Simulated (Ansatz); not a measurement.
NaI in the zincblende structure was relaxed with 5 functionals in Ansatz 0.2.0, cell and atoms free, the symmetry of the start kept (meshes: PBE 6×6×6, r2SCAN 6×6×6, PBEsol 6×6×6, LDA 6×6×6, HSE06 4×4×4). These are computed values for a spin-unpolarised cell that may be hypothetical; none is a measurement.

The PBEsol result:
```cif
data_structure
_symmetry_space_group_name_H-M 'F-43m'
_symmetry_Int_Tables_number 216
_cell_length_a 7.0548
_cell_length_b 7.0548
_cell_length_c 7.0548
_cell_angle_alpha 90.000
_cell_angle_beta 90.000
_cell_angle_gamma 90.000
_cell_volume 351.11
loop_
_atom_site_label
_atom_site_type_symbol
_atom_site_symmetry_multiplicity
_atom_site_Wyckoff_symbol
_atom_site_fract_x
_atom_site_fract_y
_atom_site_fract_z
_atom_site_occupancy
Na1 Na 4 a 0.00000 0.00000 0.00000 1
I1 I 4 d 0.25000 0.25000 0.75000 1
```

The symmetry is F-43m (No. 216, cubic); conventional cell a = 7.055 Å, 43.89 Å³ an atom. Around Na lie 4 I at 3.05 Å; around I lie 4 Na at 3.05 Å.

(1) Order the functionals by the relaxed volume, smallest first.
A. r2SCAN
B. LDA
C. HSE06
D. PBE
E. PBEsol

(2) What lattice does r2SCAN give?

(3) What lattice does LDA give?

(4) Held at the r2SCAN cell, what mean stress do LDA and PBE find, and does its sign point to their own minimum?

## Answers

(1) B (40.96 Å³/atom), E (43.89 Å³/atom), A (44.48 Å³/atom), C (45.21 Å³/atom), D (45.92 Å³/atom).

(2) a = 7.086 Å; the volume differs by +1.4 % from PBEsol's. Na has 4 I at 3.07 Å; I has 4 Na at 3.07 Å.

(3) a = 6.894 Å; the volume differs by -6.7 % from PBEsol's. Na is surrounded by 4 I at 2.99 Å; I is surrounded by 4 Na at 2.99 Å.

(4) Yes. LDA -0.96 GPa, and its relaxed volume is -7.9 % from r2SCAN's; PBE +0.37 GPa, and its relaxed volume is +3.2 % from r2SCAN's. Compression counts positive, so a positive stress asks for a larger cell.
